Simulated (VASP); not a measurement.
# CdS (Fm-3m) in VASP: notebook

Runs on CdS. Level: PBEsol. Tasks: single point.

Program: VASP 6.6.1. These are calculated values, not measurements. Logs are shortened: lines on timing, memory, paths and dates and some standing lists are left out, and cuts for length are marked.

### Step 1. Starting point

It takes space group Fm-3m (No. 225, cubic). The conventional cell has a = 5.506 Å, b = 5.506 Å, c = 5.506 Å, α = 90.00°, β = 90.00°, γ = 90.00°. Cd (site symmetry m-3m) is surrounded by 6 S at 2.75 Å. S (site symmetry m-3m) has 6 Cd at 2.75 Å as nearest neighbours.

Measurements of this composition are mostly on another form, of space group No. 186.

### Step 2. Single point, PBEsol, spin-orbit coupling, no magnetisation

INCAR

```
  ALGO = Normal
  EDIFF = 1E-8
  ENCUT = 750
  GGA = PS
  GGA_COMPAT = False
  ISIF = 2
  ISMEAR = 0
  LASPH = True
  LCHARG = False
  LORBIT = 11
  LREAL = False
  LSORBIT = True
  LWAVE = False
  MAGMOM = 0 0 0 0 0 0
  NBANDS = 34
  NELM = 100
  PREC = Accurate
  SIGMA = 0.02
```

KPOINTS

```
k-points
0
Gamma
  10 10 10
```

POSCAR

```
CdS
1.0
    0.0000000000      2.7532440000      2.7532440000
    2.7532440000      0.0000000000      2.7532440000
    2.7532440000      2.7532440000      0.0000000000
Cd S
1 1
Direct
    0.0000000000      0.0000000000      0.0000000000
    0.5000000000      0.5000000000      0.5000000000
```

Potentials or basis: VASP PAW PBE potentials, release 64 (Cd, S).

On the command line:

```sh
$ cat potpaw_PBE.64/Cd/POTCAR potpaw_PBE.64/S/POTCAR > POTCAR
$ mpirun -np 1 vasp_ncl > vasp.out
```

OUTCAR:

```text
EDIFF = 1E-8
   ENCUT = 750
   GGA = PS
   ISIF = 2
   ISMEAR = 0
   LASPH = True
   LORBIT = 11
   LREAL = False
   LSORBIT = True
   NELM = 100
   PREC = Accurate

 ion  position               nearest neighbor table
   1  0.000  0.000  0.000-   2 2.75   2 2.75   2 2.75   2 2.75   2 2.75   2 2.75
   2  0.500  0.500  0.500-   1 2.75   1 2.75   1 2.75   1 2.75   1 2.75   1 2.75

  LATTYP: Found a face centered cubic cell.
 ALAT       =     5.5064880000

  Lattice vectors:

 A1 = (   0.0000000000,   2.7532440000,   2.7532440000)
 A2 = (   2.7532440000,   0.0000000000,   2.7532440000)
 A3 = (   2.7532440000,   2.7532440000,   0.0000000000)

Analysis of symmetry for initial positions (statically):
=====================================================================
 Subroutine PRICEL returns:
 Original cell was already a primitive cell.

 Routine SETGRP: Setting up the symmetry group for a
 face centered cubic supercell.

 Subroutine GETGRP returns: Found 48 space group operations
 (whereof 48 operations were pure point group operations)
 out of a pool of 48 trial point group operations.

The static configuration has the point symmetry O_h .

Analysis of symmetry for dynamics (positions and initial velocities):
=====================================================================
 Subroutine PRICEL returns:
 Original cell was already a primitive cell.

 Routine SETGRP: Setting up the symmetry group for a
 face centered cubic supercell.

 Subroutine GETGRP returns: Found 48 space group operations
 (whereof 48 operations were pure point group operations)
 out of a pool of 48 trial point group operations.

The dynamic configuration has the point symmetry O_h .

Analysis of structural, dynamic, and magnetic symmetry:
=====================================================================
 Subroutine PRICEL returns:
 Original cell was already a primitive cell.

 Routine SETGRP: Setting up the symmetry group for a
 face centered cubic supercell.

 Subroutine GETGRP returns: Found 48 space group operations
 (whereof 48 operations were pure point group operations)
 out of a pool of 48 trial point group operations.

The overall configuration has the point symmetry O_h .

 Subroutine INISYM returns: Found 48 space group operations
 (whereof 48 operations are pure point group operations),
 and found     1 'primitive' translations

----------------------------------------------------------------------------------------

                                     Primitive cell

  volume of cell :      41.7411

  direct lattice vectors                    reciprocal lattice vectors
     0.000000000  2.753244000  2.753244000    -0.181603955  0.181603955  0.181603955
     2.753244000  0.000000000  2.753244000     0.181603955 -0.181603955  0.181603955
     2.753244000  2.753244000  0.000000000     0.181603955  0.181603955 -0.181603955

  length of vectors
     3.893675005  3.893675005  3.893675005     0.314547277  0.314547277  0.314547277

  position of ions in fractional coordinates (direct lattice)
     0.000000000  0.000000000  0.000000000
     0.500000000  0.500000000  0.500000000

  ion indices of the primitive-cell ions
   primitive index   ion index
                 1           1
                 2           2

----------------------------------------------------------------------------------------

 KPOINTS: k-points

Automatic generation of k-mesh.
 Grid dimensions read from file:
 generate k-points for:   10   10   10

 Generating k-lattice:

  Cartesian coordinates                     Fractional coordinates (reciprocal lattice)
    -0.018160396  0.018160396  0.018160396     0.100000000  0.000000000  0.000000000
     0.018160396 -0.018160396  0.018160396     0.000000000  0.100000000  0.000000000
     0.018160396  0.018160396 -0.018160396     0.000000000  0.000000000  0.100000000

  Length of vectors
     0.031454728  0.031454728  0.031454728

  Shift w.r.t. Gamma in fractional coordinates (k-lattice)
     0.000000000  0.000000000  0.000000000

 Subroutine IBZKPT returns following result:
 ===========================================

 Found     47 irreducible k-points:

 Following reciprocal coordinates:
            Coordinates               Weight
  0.000000  0.000000  0.000000      1.000000
  0.100000  0.000000  0.000000      8.000000
  0.200000  0.000000  0.000000      8.000000
  0.300000  0.000000  0.000000      8.000000
  0.400000  0.000000  0.000000      8.000000
  0.500000  0.000000  0.000000      4.000000
[... 16 lines left out ...]
  0.300000  0.300000  0.000000      6.000000
  0.400000  0.300000  0.000000     24.000000
 [... further k-points ...]
   k-points           NKPTS =     47   k-points in BZ     NKDIM =     47   number of bands    NBANDS=     34
   number of dos      NEDOS =    301   number of ions     NIONS =      2
   total plane-waves  NPLWV =  46656
   dimension x,y,z NGX =    36 NGY =   36 NGZ =   36
   dimension x,y,z NGXF=    72 NGYF=   72 NGZF=   72
   ions per type =               1   1
   NGX,Y,Z   is equivalent  to a cutoff of  15.37, 15.37, 15.37 a.u.
   NGXF,Y,Z  is equivalent  to a cutoff of  30.74, 30.74, 30.74 a.u.
 SYSTEM =  unknown system
   PREC   = accura    normal or accurate (medium, high low for compatibility)
   ISTART =      0    job   : 0-new  1-cont  2-samecut
   ICHARG =      2    charge: 1-file 2-atom 10-const
   ISPIN  =      1    spin polarized calculation?
   LNONCOLLINEAR =      T non collinear calculations
   LSORBIT =      T    spin-orbit coupling
   LASPH  =      T    aspherical Exc in radial PAW
   ENCUT  =  750.0 eV  55.12 Ry    7.42 a.u.   8.69  8.69  8.69*2*pi/ulx,y,z
   NELM   =    100;   NELMIN=  2; NELMDL= -5     # of ELM steps
   EDIFF  = 0.1E-07   stopping-criterion for ELM
   LREAL  =      F    real-space projection
   EDIFFG = 0.1E-06   stopping-criterion for IOM
   NSW    =      0    number of steps for IOM
   IBRION =     -1    ionic relax: 0-MD 1-quasi-New 2-CG
   NFREE  =      0    steps in history (QN), initial steepest desc. (CG)
   ISIF   =      2    stress and relaxation
   ISYM   =      2    0-nonsym 1-usesym 2-fastsym
   POTIM  = 0.5000    time-step for ionic-motion
   TEBEG  =    0.0;   TEEND  =   0.0 temperature during run
   PSTRESS=    0.0 pullay stress
   NELECT =      18.0000    total number of electrons
   NUPDOWN=      -1.0000    fix difference up-down
   EMIN   =  10.00;   EMAX   =-10.00  energy-range for DOS
   EFERMI =   0.00;   METHOD = LEGACY
   ISMEAR =     0;   SIGMA  =   0.02  broadening in eV -4-tet -1-fermi 0-gaus
   EFERMI_NEDOS =   21; number of points for ismear=-14 and -15
   IALGO  =     38    algorithm
   IMIX   =      4    mixing-type and parameters
     AMIX     =   0.40;   BMIX     =  1.00
     AMIX_MAG =   1.60;   BMIX_MAG =  1.00
  volume/ion in A,a.u.               =      20.87       140.84
  Fermi-wavevector in a.u.,A,eV,Ry     =   1.236833  2.337275 20.813583  1.529755
  Thomas-Fermi vector in A             =   2.371425
   LORBIT       =     11    0 simple, 1 ext, 2 COOP (PROOUT), +10 PAW based schemes
   GGA     = PS    functional components
   LHFCALC =     F    Hartree Fock is set to
   AEXX    =    0.0000 exact exchange contribution
   IVDW    =     0    specifies the selected vdW correction
   LEPSILON=     F    determine dielectric tensor
   LRPA    =     F    only Hartree local field effects (RPA)
 Gauss-broadening in eV      SIGMA  =   0.02
  energy-cutoff  :      750.00
  volume of cell :       41.74
 maximum number of plane-waves:      3960
   NGX = 17   NGY = 17   NGZ = 17

 number of electron      18.0000000 magnetization       0.0000000      0.0000000      0.0000000

 number of electron      18.0000002 magnetization      -0.0000000      0.0000000      0.0000000

 number of electron      18.0000002 magnetization       0.0000000     -0.0000000     -0.0000000

 Free energy of the ion-electron system (eV)
  ---------------------------------------------------
  ext. energy  EPLUGINS =         0.00000000
  ---------------------------------------------------
  free energy    TOTEN  =        -6.64758091 eV

  energy without entropy =       -6.64758090  energy(sigma->0) =       -6.64758091

 E-fermi :   2.6889     XC(G=0): -10.5087

 val. band max:        2.6252722641   @ k =   0.5000   0.0000   0.0000
 cond. band min:       2.7479952739   @ k =   0.5000   0.5000   0.0000
 fundamental gap:      0.1227230098
 Fermi energy:         2.6889191318

 k-point     1 :       0.0000    0.0000    0.0000
  band No.  band energies     occupation
      1     -10.0689      1.00000
      2     -10.0689      1.00000
      3      -5.3505      1.00000
      4      -5.3505      1.00000
      5      -5.3505      1.00000
      6      -5.3505      1.00000
[... 22 lines left out ...]
     29      13.7076      0.00000
     30      13.7076      0.00000
[... 728 lines left out ...]
  band No.  band energies     occupation
      1      -9.2519      1.00000
      2      -9.2519      1.00000
      3      -5.3559      1.00000
      4      -5.3559      1.00000
      5      -5.1567      1.00000
      6      -5.1567      1.00000
[... 22 lines left out ...]
     29      16.4118      0.00000
     30      16.4118      0.00000

 [... further k-points ...]

 [bands above 30 left out]

------------------------ aborting loop because EDIFF is reached ----------------------------------------

  FORCE on cell =-STRESS in cart. coord.  units (eV):
  Direction    XX          YY          ZZ          XY          YZ          ZX
  --------------------------------------------------------------------------------------
  -------------------------------------------------------------------------------------
  Total       -1.0371851     -1.0371851     -1.0371851     -0.0000000      0.0000000     -0.0000000
  in kB      -39.8109680    -39.8109680    -39.8109680     -0.0000000      0.0000000     -0.0000000
  external PRESSURE =     -39.8109680 kB  Pullay stress =       0.0000000 kB

 VOLUME and BASIS-vectors are now :
 -----------------------------------------------------------------------------
  energy-cutoff  :      750.00
  volume of cell :       41.74
      direct lattice vectors                 reciprocal lattice vectors
     0.000000000  2.753244000  2.753244000    -0.181603955  0.181603955  0.181603955
     2.753244000  0.000000000  2.753244000     0.181603955 -0.181603955  0.181603955
     2.753244000  2.753244000  0.000000000     0.181603955  0.181603955 -0.181603955

 POSITION                                       TOTAL-FORCE (eV/Angst)
 -----------------------------------------------------------------------------------
      0.00000      0.00000      0.00000         0.000000      0.000000     -0.000000
      2.75324      2.75324      2.75324         0.000000      0.000000      0.000000
 -----------------------------------------------------------------------------------
    total drift:                                0.000000      0.000000      0.000000

  FREE ENERGIE OF THE ION-ELECTRON SYSTEM (eV)
  ---------------------------------------------------
  free  energy   TOTEN  =        -6.6475809149 eV

  energy  without entropy=       -6.6475809034  energy(sigma->0) =       -6.64758091

 Spin-Orbit-Coupling matrix elements

 Ion:    1  E_soc:     -0.0528026
 l=   1
     0.0000000    -0.0019284    -0.0019284
    -0.0019284     0.0000000    -0.0019284
    -0.0019284    -0.0019284     0.0000000
 l=   2
     0.0000000    -0.0013912     0.0000000    -0.0013912    -0.0054809
    -0.0013912     0.0000000    -0.0041107    -0.0013912    -0.0013702
     0.0000000    -0.0041107     0.0000000    -0.0041107     0.0000000
    -0.0013912    -0.0013912    -0.0041107     0.0000000    -0.0013702
    -0.0054809    -0.0013702     0.0000000    -0.0013702     0.0000000
 l=   3
     0.0000000     0.0000000     0.0000000     0.0000000     0.0000000     0.0000000     0.0000000
     0.0000000     0.0000000     0.0000000     0.0000000     0.0000000     0.0000000     0.0000000
     0.0000000     0.0000000     0.0000000     0.0000000     0.0000000     0.0000000     0.0000000
     0.0000000     0.0000000     0.0000000     0.0000000     0.0000000     0.0000000     0.0000000
     0.0000000     0.0000000     0.0000000     0.0000000     0.0000000     0.0000000     0.0000000
     0.0000000     0.0000000     0.0000000     0.0000000     0.0000000     0.0000000     0.0000000
     0.0000000     0.0000000     0.0000000     0.0000000     0.0000000     0.0000000     0.0000000

 Ion:    2  E_soc:     -0.0020956
 l=   1
     0.0000000    -0.0003493    -0.0003493
    -0.0003493     0.0000000    -0.0003493
    -0.0003493    -0.0003493     0.0000000
 l=   2
     0.0000000     0.0000000     0.0000000     0.0000000     0.0000000
     0.0000000     0.0000000     0.0000000     0.0000000     0.0000000
     0.0000000     0.0000000     0.0000000     0.0000000     0.0000000
     0.0000000     0.0000000     0.0000000     0.0000000     0.0000000
     0.0000000     0.0000000     0.0000000     0.0000000     0.0000000
 l=   3
     0.0000000     0.0000000     0.0000000     0.0000000     0.0000000     0.0000000     0.0000000
     0.0000000     0.0000000     0.0000000     0.0000000     0.0000000     0.0000000     0.0000000
     0.0000000     0.0000000     0.0000000     0.0000000     0.0000000     0.0000000     0.0000000
     0.0000000     0.0000000     0.0000000     0.0000000     0.0000000     0.0000000     0.0000000
     0.0000000     0.0000000     0.0000000     0.0000000     0.0000000     0.0000000     0.0000000
     0.0000000     0.0000000     0.0000000     0.0000000     0.0000000     0.0000000     0.0000000
     0.0000000     0.0000000     0.0000000     0.0000000     0.0000000     0.0000000     0.0000000

 total charge

# of ion       s       p       d       tot
------------------------------------------
    1        0.377   0.243   9.580  10.200
    2        1.336   2.332   0.000   3.667
--------------------------------------------------
tot          1.713   2.575   9.580  13.868

 magnetization (x)

# of ion       s       p       d       tot
------------------------------------------
    1        0.000   0.000   0.000   0.000
    2        0.000   0.000   0.000   0.000
--------------------------------------------------
tot          0.000   0.000   0.000   0.000

 magnetization (y)

# of ion       s       p       d       tot
------------------------------------------
    1        0.000  -0.000   0.000  -0.000
    2        0.000   0.000   0.000   0.000
--------------------------------------------------
tot          0.000  -0.000   0.000   0.000

 magnetization (z)

# of ion       s       p       d       tot
------------------------------------------
    1        0.000   0.000   0.000   0.000
    2        0.000  -0.000   0.000   0.000
--------------------------------------------------
tot          0.000   0.000   0.000   0.000
```

It took 1.9 min on 1 thread of Intel Xeon 6975P-C (Granite Rapids), shared host; peak memory 0.47 GiB.

What came out:

```yaml
Free_energy: -6.6476 eV
Pressure: -4.0 GPa
Valence_electrons_inside_the_program's_atomic_spheres: Cd 10.20; S 3.67
```

Caveat: the PAW data sets were made with another functional, which shifts forces and pressure a little.

### Step 3. Single point, PBEsol, spin-orbit coupling, no magnetisation

INCAR: that of step 2 with these lines changed.

```diff
@@ -1,4 +1,4 @@
   ALGO = Normal
-  EDIFF = 1E-8
-  ENCUT = 750
+  EDIFF = 1E-7
+  ENCUT = 600
   GGA = PS
```

KPOINTS

```
k-points
0
Gamma
  9 9 9
```

POSCAR is that of step 2.

Potentials or basis: VASP PAW PBE potentials, release 64 (Cd, S).

On the command line:

```sh
$ cat potpaw_PBE.64/Cd/POTCAR potpaw_PBE.64/S/POTCAR > POTCAR
$ mpirun -np 1 vasp_ncl > vasp.out
```

OUTCAR:

```text
EDIFF = 1E-7
   ENCUT = 600
   GGA = PS
   ISIF = 2
   ISMEAR = 0
   LASPH = True
   LORBIT = 11
   LREAL = False
   LSORBIT = True
   NELM = 100
   PREC = Accurate

 Found     35 irreducible k-points:

 Following reciprocal coordinates:
            Coordinates               Weight
  0.000000  0.000000  0.000000      1.000000
  0.111111  0.000000  0.000000      8.000000
  0.222222  0.000000  0.000000      8.000000
  0.333333  0.000000  0.000000      8.000000
  0.444444  0.000000  0.000000      8.000000
  0.111111  0.111111  0.000000      6.000000
   k-points           NKPTS =     35   k-points in BZ     NKDIM =     35   number of bands    NBANDS=     34
   number of dos      NEDOS =    301   number of ions     NIONS =      2
[... 344 lines left out ...]
     0.0000000     0.0000000     0.0000000     0.0000000     0.0000000     0.0000000     0.0000000
     0.0000000     0.0000000     0.0000000     0.0000000     0.0000000     0.0000000     0.0000000
     0.0000000     0.0000000     0.0000000     0.0000000     0.0000000     0.0000000     0.0000000
     0.0000000     0.0000000     0.0000000     0.0000000     0.0000000     0.0000000     0.0000000
     0.0000000     0.0000000     0.0000000     0.0000000     0.0000000     0.0000000     0.0000000
     0.0000000     0.0000000     0.0000000     0.0000000     0.0000000     0.0000000     0.0000000

 total charge

# of ion       s       p       d       tot
------------------------------------------
    1        0.377   0.243   9.578  10.199
    2        1.336   2.332   0.000   3.668
--------------------------------------------------
tot          1.713   2.575   9.578  13.867

 magnetization (x)

# of ion       s       p       d       tot
------------------------------------------
    1        0.000  -0.000   0.000  -0.000
    2        0.000   0.000   0.000   0.000
--------------------------------------------------
tot          0.000  -0.000   0.000  -0.000

 magnetization (y)

# of ion       s       p       d       tot
------------------------------------------
    1        0.000   0.000   0.000   0.000
    2        0.000  -0.000   0.000  -0.000
--------------------------------------------------
tot          0.000   0.000   0.000   0.000

 magnetization (z)

# of ion       s       p       d       tot
------------------------------------------
    1        0.000   0.000  -0.000   0.000
    2        0.000   0.000   0.000   0.000
--------------------------------------------------
tot          0.000   0.000  -0.000   0.000
```

stdout:

```text
POSCAR found type information on POSCAR CdS
 POSCAR found :  2 types and       2 ions
 scaLAPACK will be used
 -----------------------------------------------------------------------------
|                                                                             |
|                                                                             |
|     You enforced a specific xc type in the INCAR file but a different       |
|     I HOPE YOU KNOW WHAT YOU ARE DOING!                                     |
|                                                                             |
 -----------------------------------------------------------------------------

 LDA part: xc-table for (Slater+PW92), standard interpolation
 POSCAR, INCAR and KPOINTS ok, starting setup
 FFT: planning ... GRIDC
 FFT: planning ... GRID_SOFT
 FFT: planning ... GRID
 WAVECAR not read
 entering main loop
```

Wall time 53 s (1 thread of Intel Xeon 6975P-C (Granite Rapids), shared host); peak memory 0.34 GiB.

The run converged, but some of its settings lie outside the range that counts as converged, so its numbers aren't taken as properties of the crystal.

What came out:

```yaml
Free_energy: -6.6468 eV
Pressure: -4.0 GPa
Valence_electrons_inside_the_program's_atomic_spheres: Cd 10.20; S 3.67
```

Caveat: the PAW data sets were made with another functional, which shifts forces and pressure a little.

(Continued in part 2 of 2.)
